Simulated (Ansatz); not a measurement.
## Bands of Pb

```yaml
crystal:
  lattice:
    - [0.00000, 2.46980, 2.46980]
    - [2.46980, 0.00000, 2.46980]
    - [2.46980, 2.46980, 0.00000]
  atoms:
    - { symbol: Pb, position: [0.00000, 0.00000, 0.00000] }
```

The structure is an experimental refinement, used without relaxation. It is an old determination, and later ones may differ.

Spin–orbit coupling is left out, though it moves levels of the heavy atoms by tenths of an eV or more.

Level of theory: DFT, PBE, all-electron LAPW, scalar-relativistic (Ansatz 0.2.0).

The runs use a Γ-centred 13×13×13 k mesh, Fermi–Dirac smearing of 0.08 eV, basis error target 0.25 meV/atom, no spin polarisation.

Points in fractions of the reciprocal vectors of this cell: Γ (0, 0, 0), X (0.5, 0, 0.5), U (0.625, 0.25, 0.625), K (0.375, 0.375, 0.75), L (0.5, 0.5, 0.5), W (0.5, 0.25, 0.75). The path joins them by straight lines in the order Γ–X–U–K–Γ–L–W–X; legs that retrace an earlier one aren't tabulated. Energies are in eV from the Fermi level.

**Question.** Metal or insulator at this level of theory?

**Answer.** No gap opens: metallic or semimetallic.

**Question.** Tabulate bands 14 to 20, counted from the lowest band of the run, along the path.

**Answer.** 
| k (1/Å) | point | band 14 | band 15 | band 16 | band 17 | band 18 | band 19 | band 20 |
| --- | --- | --- | --- | --- | --- | --- | --- | --- |
| 0.00 | Γ | -17.17 | -17.02 | -17.02 | -11.87 | 7.39 | 7.39 | 7.39 |
| 0.32 |  | -17.12 | -17.05 | -17.01 | -11.47 | 5.39 | 5.96 | 5.96 |
| 0.64 |  | -17.01 | -17.01 | -16.96 | -10.26 | 2.22 | 3.91 | 3.91 |
| 0.95 |  | -16.92 | -16.90 | -16.90 | -8.36 | -1.21 | 2.48 | 2.48 |
| 1.27 | X | -16.90 | -16.85 | -16.85 | -6.77 | -3.38 | 1.98 | 1.98 |
| 1.38 |  | -16.90 | -16.86 | -16.85 | -6.77 | -3.32 | 1.48 | 2.04 |
| 1.50 |  | -16.92 | -16.88 | -16.86 | -6.75 | -3.13 | 0.50 | 2.21 |
| 1.61 |  | -16.93 | -16.91 | -16.88 | -6.77 | -2.81 | -0.50 | 2.51 |
| 1.72 | U | -16.96 | -16.95 | -16.89 | -6.86 | -2.38 | -1.32 | 2.91 |
| 1.92 |  | -17.02 | -16.97 | -16.88 | -6.96 | -2.28 | -1.16 | 2.16 |
| 2.11 |  | -17.06 | -16.98 | -16.88 | -7.01 | -2.34 | -0.65 | 1.35 |
| 2.31 |  | -17.02 | -16.97 | -16.88 | -6.96 | -2.28 | -1.16 | 2.16 |
| 2.50 | K | -16.96 | -16.95 | -16.89 | -6.86 | -2.38 | -1.32 | 2.91 |
| 2.84 |  | -17.03 | -16.98 | -16.97 | -8.14 | -1.70 | -0.46 | 4.65 |
| 3.18 |  | -17.06 | -17.05 | -16.95 | -10.07 | 0.56 | 2.25 | 6.69 |
| 3.51 |  | -17.13 | -17.04 | -17.01 | -11.42 | 4.22 | 5.43 | 7.51 |
| 3.85 | Γ | -17.17 | -17.02 | -17.02 | -11.87 | 7.39 | 7.39 | 7.39 |
| 4.13 |  | -17.15 | -17.02 | -17.02 | -11.57 | 4.57 | 7.04 | 7.04 |
| 4.40 |  | -17.13 | -16.99 | -16.99 | -10.66 | 0.69 | 6.34 | 6.34 |
| 4.68 |  | -17.15 | -16.92 | -16.92 | -9.26 | -2.62 | 5.76 | 5.76 |
| 4.95 | L | -17.16 | -16.89 | -16.89 | -8.20 | -4.32 | 5.54 | 5.54 |
| 5.18 |  | -17.12 | -16.91 | -16.89 | -8.05 | -4.08 | 3.83 | 4.91 |
| 5.40 |  | -17.04 | -16.98 | -16.89 | -7.61 | -3.39 | 1.34 | 3.22 |
| 5.63 |  | -17.06 | -16.98 | -16.88 | -7.01 | -2.34 | -0.65 | 1.35 |
| 5.85 | W | -17.11 | -16.98 | -16.85 | -6.67 | -1.47 | -1.47 | 0.18 |
| 6.01 |  | -17.01 | -16.96 | -16.85 | -6.68 | -2.27 | -0.50 | 0.36 |
| 6.17 |  | -16.93 | -16.93 | -16.85 | -6.72 | -2.88 | 0.55 | 0.87 |
| 6.33 |  | -16.91 | -16.87 | -16.85 | -6.76 | -3.25 | 1.52 | 1.57 |
| 6.49 | X | -16.90 | -16.85 | -16.85 | -6.77 | -3.38 | 1.98 | 1.98 |
